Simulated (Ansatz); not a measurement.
This Ansatz input for Tc (bcc) was spoiled on purpose:

```yaml
crystal:
  lattice:
    - [-1.540179277, 1.540179277, 1.540179277]
    - [1.540179277, -1.540179277, 1.540179277]
    - [1.540179277, 1.540179277, -1.540179277]
  atoms:
    - { symbol: Tc, position: [0.0, 0.0, 0.0] }
basis:
  ecutwfc: 600
  ecutrho_ratio: 5
kpoints:
  mp_grid: { grid: [1, 1, 1] }
hamiltonian:
  xc: pbe
scf:
  occupations: { method: gaussian, width: 0.05 }
  max_iter: 50
output:
  forces: true
  stress: true
magnetization:
  noncollinear: true
  spin_orbit: true
```

Launched as:
```sh
ansatz run input.yaml --threads 4 --pin off --max-ram 8192MiB --backend cpu --events-out ev --progress --plain --runs-dir out
```

What the program printed:

SCF trace (energy estimate counted from the last row):
```
iteration   ΔE (eV)  density residual (eV)  M (μB)
        1    -0.174                 1.67e0  0.00e0
        2    -0.071                8.11e-1  0.00e0
        3   3.8e-05                3.84e-4  0.00e0
        4  -3.4e-05                7.47e-5  0.00e0
        5   2.0e-06                1.04e-6  0.00e0
        6     0.000                1.40e-8  0.00e0
```

```
SCF 1 converged in 6 iterations: F = -5400.323719 eV  dr2 = 1.40e-8
SCF converged after 6 iterations
Magnetization: |M| = 0.0000 μB,  M = (+0.0000, +0.0000, +0.0000) μB
Absolute magnetization: 0.0000 μB (∫|m|)
  site 0: m = (+0.0000, +0.0000, +0.0000) μB, |m| = 0.0000 μB  (R = 1.10 Å)
Free energy (F): -5400.323719 eV
E sigma→0 (E₀):  -5400.309614 eV
Entropy (-TS):   -0.028210 eV (-28.210 meV/atom)
Fermi energy:    20.907687 eV
--- Forces (eV/Å), atoms counted from 1 ---
  atom   1  Tc     0.00000000     0.00000000     0.00000000
--- Stress (GPa, compression-positive) ---
      111.092479       0.000000       0.000000
        0.000000     111.092479       0.000000
        0.000000       0.000000     111.092479
  P = ⅓ Tr σ = 111.0925 GPa (1110.925 kbar)
```

Task: What is wrong with it?

Result: One k-point for a small cell. Against the sound input: kpoints.mp_grid.grid: [20, 20, 20] → [1, 1, 1] (the cap on iterations is only a precaution).

The run converged all the same; its pressure of 111 GPa shows the fault against the sound run's. Its energy lies -2059 meV/atom from the sound one.  The run before the change (PBE with spin–orbit coupling, 600 eV, 20×20×20 mesh) gave:

```tsv
run	P (GPa)	gap on the mesh (eV)	cell moment (μB)	largest force component (eV/Å)
sound	0.0	metal	0.00 (no moment typed)	0.000
spoiled	111.1	metal	0.00 (no moment typed)	0.000
```

At room temperature and ambient pressure Tc is hcp.
